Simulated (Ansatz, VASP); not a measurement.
# MgS in VASP and in Ansatz

```
Mg S
1.0
     4.02863   -0.03021    0.00000
    -2.04048    3.50400    0.00000
     0.00000    0.00000    6.45439
Mg S
2 2
Direct
  0.33367 0.66666 0.99713
  0.66633 0.33334 0.49713
  0.33667 0.66675 0.37787
  0.66333 0.33325 0.87787
```

Change from the starting cell: shear_xy strain -1.5%.

Alike in both runs: task single point; functional PBE; k mesh 12 × 12 × 4; occupations fermi-dirac, width 0.02 eV; no spin polarisation.

```csv
,VASP,Ansatz
version,VASP 6.6.1,Ansatz 0.2.0
potentials or method,"VASP PAW PBE potentials, release 64 (Mg, S)","plane waves, PAW"
plane-wave cutoff (eV),520,420
valence electrons in the cell,16,32
```

|  | VASP | Ansatz | Ansatz less VASP |
| --- | --- | --- | --- |
| gap on the k mesh at the Fermi level (eV) | 3.46 | 3.47 | +0.008 |
| pressure (GPa) | 0.9 | 1.1 | +0.15 |
| largest component of the traceless stress (GPa) | 0.29 | 0.28 | -0.002 |

The functional is the same, so the differences come from potentials, cutoffs and numerics. The two sets of potentials don't hold the same shells in valence.

A k mesh can miss the band edges.
